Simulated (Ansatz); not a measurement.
## MoS2: levels along high-symmetry lines

```xyz
3
Lattice="1.5815 0.9131 6.1233 -1.5815 0.9131 6.1233 0.0000 -1.8262 6.1233" Properties=species:S:1:pos:R:3 pbc="T T T"
Mo    0.0000    0.0000    0.0000
S     0.0000    0.0000   13.7481
S     0.0000    0.0000   10.7446
```

Atom numbers follow the list: Mo1, S2, S3.

The geometry is COD entry 9007661, unchecked; take it as a test cell.

Computed with Ansatz 0.2.0, DFT, PBE, all-electron LAPW, scalar-relativistic.

The runs use a Γ-centred 13×13×13 k mesh, Fermi–Dirac smearing of 0.05 eV, basis error target 0.5 meV/atom, no spin polarisation.

Points in fractions of the reciprocal vectors of this cell: Γ (0, 0, 0), T (0.5, 0.5, 0.5), H2 (0.819, 0.181, 0.5), H0 (0.5, -0.181, 0.181), L (0.5, 0, 0), S0 (0.341, -0.341, 0), S2 (0.659, 0, 0.341), F (0.5, 0, 0.5). The path joins them by straight lines in the order Γ–T–H2–H0–L–Γ–S0–S2–F; legs that retrace an earlier one aren't tabulated. Energies are in eV from the top of the valence band.

Problem. Metal or insulator at this level of theory?

Solution. An insulator or semiconductor: gap 0.65 eV, indirect from T (0.5, 0.5, 0.5) to the line H0 (0.5, -0.181, 0.181)–L (0.5, 0, 0).

Problem. Tabulate bands 25 to 32, counted from the lowest band of the run, along the path.

Solution. 
```tsv
k (1/Å)	point	band 25	band 26	band 27	band 28	band 29	band 30	band 31	band 32
0.00	Γ	-3.86	-2.66	-2.66	-1.33	-1.17	1.90	1.90	2.41
0.07		-3.86	-2.66	-2.66	-1.63	-0.90	1.90	1.90	2.41
0.15		-3.86	-2.66	-2.66	-2.03	-0.62	1.91	1.91	2.39
0.22		-3.87	-2.65	-2.65	-2.44	-0.39	1.92	1.92	2.37
0.29		-3.87	-2.83	-2.65	-2.65	-0.22	1.94	1.94	2.34
0.37		-3.87	-3.16	-2.64	-2.64	-0.09	1.96	1.96	2.32
0.44		-3.87	-3.40	-2.64	-2.64	-0.02	1.97	1.97	2.30
0.51	T	-3.87	-3.49	-2.64	-2.64	0.00	1.98	1.98	2.29
0.69		-3.78	-3.77	-2.80	-2.43	-0.20	1.84	2.14	2.19
0.87		-4.27	-3.50	-3.29	-2.17	-0.75	1.64	1.84	2.15
1.06		-4.68	-4.00	-3.18	-2.03	-1.42	1.46	1.65	2.15
1.24		-4.69	-4.54	-3.19	-2.07	-1.81	1.40	1.84	2.09
1.42		-4.63	-4.49	-3.69	-2.27	-1.71	1.70	1.94	2.15
1.60		-4.69	-4.33	-4.27	-2.58	-1.34	1.18	2.31	2.63
1.78	H2	-5.11	-4.63	-3.90	-2.89	-1.00	0.69	2.33	2.97
1.83		-5.14	-4.63	-3.87	-2.91	-0.99	0.68	2.33	2.97
1.88		-5.16	-4.63	-3.85	-2.93	-0.99	0.66	2.33	2.97
1.93		-5.17	-4.64	-3.83	-2.94	-0.98	0.66	2.34	2.96
1.98		-5.17	-4.64	-3.83	-2.94	-0.98	0.66	2.34	2.96
2.03		-5.16	-4.63	-3.85	-2.93	-0.99	0.66	2.33	2.97
2.08		-5.14	-4.63	-3.87	-2.91	-0.99	0.68	2.33	2.97
2.14	H0	-5.11	-4.63	-3.90	-2.89	-1.00	0.69	2.33	2.97
2.24		-5.18	-4.55	-3.77	-2.95	-1.00	0.67	2.31	2.90
2.34		-5.16	-4.21	-3.80	-2.85	-1.12	0.82	2.32	2.72
2.44		-5.19	-3.96	-3.67	-2.69	-1.26	1.04	2.28	2.62
2.55		-5.23	-4.10	-3.11	-2.54	-1.38	1.24	2.10	2.79
2.65		-5.27	-4.24	-2.59	-2.44	-1.46	1.35	1.95	3.07
2.75		-5.29	-4.34	-2.42	-2.16	-1.55	1.39	1.89	3.33
2.86	L	-5.29	-4.38	-2.40	-1.96	-1.63	1.38	1.88	3.40
3.02		-5.21	-4.32	-2.35	-2.06	-1.77	1.39	1.75	3.34
3.19		-5.03	-4.13	-2.34	-2.20	-1.93	1.43	1.49	3.12
3.35		-4.69	-3.85	-2.74	-1.92	-1.79	1.26	1.58	2.72
3.52		-4.12	-3.49	-3.17	-1.56	-1.42	1.26	1.81	2.24
3.68		-3.53	-3.49	-3.10	-1.35	-1.10	1.62	1.89	2.08
3.85		-3.78	-2.93	-2.79	-1.30	-1.09	1.84	2.04	2.15
4.02	Γ	-3.86	-2.66	-2.66	-1.33	-1.17	1.90	1.90	2.41
4.21		-3.75	-3.01	-2.85	-1.20	-1.17	1.81	2.05	2.12
4.40		-3.62	-3.43	-3.37	-1.30	-1.18	1.44	1.80	1.95
4.60		-4.38	-3.89	-3.09	-1.61	-1.44	1.03	1.67	2.04
4.79		-4.91	-4.07	-3.22	-1.87	-1.74	0.94	1.69	2.34
4.98		-4.72	-4.00	-3.84	-2.36	-1.55	1.14	1.84	2.51
5.18		-4.80	-4.48	-3.80	-2.81	-1.18	0.87	2.32	2.55
5.37	S0	-5.17	-4.64	-3.83	-2.94	-0.98	0.66	2.34	2.96
5.42		-5.18	-4.63	-3.82	-2.94	-0.98	0.66	2.33	2.96
5.47		-5.18	-4.63	-3.82	-2.94	-0.98	0.65	2.33	2.96
5.52		-5.18	-4.62	-3.83	-2.94	-0.98	0.65	2.32	2.96
5.57		-5.18	-4.62	-3.83	-2.94	-0.98	0.65	2.32	2.96
5.62		-5.18	-4.63	-3.82	-2.94	-0.98	0.65	2.33	2.96
5.67		-5.18	-4.63	-3.82	-2.94	-0.98	0.66	2.33	2.96
5.72	S2	-5.17	-4.64	-3.83	-2.94	-0.98	0.66	2.34	2.96
5.81		-4.94	-4.57	-3.95	-2.88	-1.05	0.78	2.40	2.94
5.90		-4.87	-4.21	-4.07	-2.83	-1.15	0.98	2.49	2.82
5.99		-4.90	-4.21	-3.68	-2.81	-1.24	1.18	2.40	2.89
6.08		-4.94	-4.28	-3.16	-2.82	-1.31	1.33	2.19	3.13
6.17		-4.98	-4.31	-2.89	-2.64	-1.36	1.39	2.04	3.14
6.26		-5.01	-4.32	-2.92	-2.27	-1.43	1.36	1.99	3.01
6.35	F	-5.02	-4.31	-2.94	-2.11	-1.48	1.34	1.98	2.96
```

Kohn–Sham gaps of semilocal functionals usually fall short of measured ones.
